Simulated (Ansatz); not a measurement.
## FeCo₃: why energy differences converge before total energies

Computed with DFT r2SCAN, scalar-relativistic, plane waves, PAW in Ansatz.

```xyz
4
Lattice="3.5357 0.0000 0.0000 0.0000 3.5357 0.0000 0.0000 0.0000 3.5357" Properties=species:S:1:pos:R:3 pbc="T T T"
Fe    0.0000    0.0000    0.0000
Co    1.7679    1.7679    0.0000
Co    1.7679    0.0000    1.7679
Co    0.0000    1.7679    1.7679
```

The Γ-centred k-mesh is 12×12×12. The occupation rule is Gaussian smearing, 0.1 eV, the list of starting moments (μB, in atom order) is 3.21 2.09 2.09 2.09 and the check for lower electronic states after the SCF is asked for but not made.

A second cell has all atoms moved and the lattice slightly strained:

```yaml
crystal:
  lattice:
    - [3.57215, -0.02753, -0.01812]
    - [-0.02753, 3.56895, -0.02325]
    - [-0.01812, -0.02325, 3.50755]
  atoms:
    - { symbol: Fe, position: [0.02607, 0.03260, 0.95222] }
    - { symbol: Co, position: [0.45795, 0.48838, 0.94867] }
    - { symbol: Co, position: [0.50974, 0.95252, 0.51855] }
    - { symbol: Co, position: [0.01070, 0.44781, 0.49905] }
```

It ran on a 8×8×8 mesh, another than the first cell's, which shifts the difference by nearly the same amount at every cutoff. Both were run at several values of the cutoff; energies per atom at zero smearing, errors against the largest value (600 eV), which isn't proved converged itself.

```csv
cutoff,"error, first cell (meV)","error, second cell (meV)"
200 eV,20677.47,20400.95
250 eV,3905.88,3820.31
300 eV,490.16,518.18
350 eV,41.03,45.42
500 eV,1.23,1.51
```

Task: At the largest value the second cell lies 249.38 meV/atom above the first. What is the error of that difference at each value, and where does each quantity come within 1 meV/atom?

Result: The error of the difference is the second cell's error less the first's:
```
cutoff difference (meV) its error (meV)
200 eV            -27.14          -276.52
250 eV            163.81           -85.57
300 eV            277.40            28.02
350 eV            253.77             4.39
500 eV            249.66             0.28
```

No value below the largest brings the first cell's total energy within 1 meV/atom, while the difference is there from 500 eV on. Most of the error cancels, by a factor of about 17 in the median. A missing short wave mostly misdescribes the region near each nucleus, which both cells share; what doesn't cancel comes largely from the change of volume and bonding.